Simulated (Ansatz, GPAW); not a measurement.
Given: the input of a run of Ansatz 0.2.0 on W (Tungsten). 

Contents of input.yaml:

```yaml
crystal:
  lattice:
    - [-1.582345, 1.582345, 1.582345]
    - [1.582345, -1.582345, 1.582345]
    - [1.582345, 1.582345, -1.582345]
  atoms:
    - { symbol: W, position: [0.0, 0.0, 0.0] }
kpoints:
  mp_grid: { grid: [12, 12, 12] }
scf:
  occupations: { method: gaussian, width: 0.014 }
hamiltonian:
  xc: pbe
  pseudopotentials: { kind: all_electron, lapw: { basis_error: 0.001 } }
output:
  forces: true
  stress: true
  eigenvalues: true
```

Potentials or basis: all-electron LAPW, scalar-relativistic.

Launch:

```console
$ ansatz run input.yaml --threads 1 --pin off --max-ram 3072MiB --backend cpu --events-out ev --progress --plain --runs-dir out
```

Question: Set up the same calculation for GPAW 26.7.0 (ASE script). Potentials or basis there: GPAW PAW data sets (gpaw-data 1.2.1), cutoff 600 eV.

Answer: As run (cutoffs and basis follow the program's own potentials, and thresholds, step limits or extra output files can differ):

Contents of run.py:

```python
from ase.dft.bandgap import bandgap
from ase.io import read, write
from ase.units import GPa
from gpaw import GPAW, PW

atoms = read('POSCAR')

calc = GPAW(mode=PW(600),
            xc='PBE',
            kpts={'size': (12, 12, 12), 'gamma': True},
            occupations={'name': 'methfessel-paxton', 'order': 0, 'width': 0.014},
            nbands=16,
            convergence={'density': 1e-05, 'energy': 1e-05},
            maxiter=150,
            txt='gpaw.txt')
atoms.calc = calc
energy = atoms.get_potential_energy()
forces = atoms.get_forces()
stress = atoms.get_stress()
calc.write('gs.gpw')
write('result.traj', atoms)
print(f'Energy: {energy:.6f} eV')
print('Forces (eV/A):')
print(forces.round(4))
print('Stress (GPa):', (stress / GPa).round(3))
print('Fermi level:', round(calc.get_fermi_level(), 4), 'eV')
print(f'Gap: {bandgap(calc)[0]:.4f} eV, direct: {bandgap(calc, direct=True)[0]:.4f} eV')
```

The input POSCAR:

```
W
1.0
   -1.5823450000      1.5823450000      1.5823450000
    1.5823450000     -1.5823450000      1.5823450000
    1.5823450000      1.5823450000     -1.5823450000
W
1
Direct
    0.0000000000      0.0000000000      0.0000000000
```

Potentials or basis: GPAW PAW data sets (gpaw-data 1.2.1), pw.

Run with:

```sh
$ OMP_NUM_THREADS=1 python run.py
```

Both were run:

|  | Ansatz | GPAW |
| --- | --- | --- |
| Pressure | 6.1 GPa | 5.9 GPa |

Where Ansatz's input types no cutoff or centring, it takes its own default and a Γ-centred mesh.

Pressure is positive in compression.
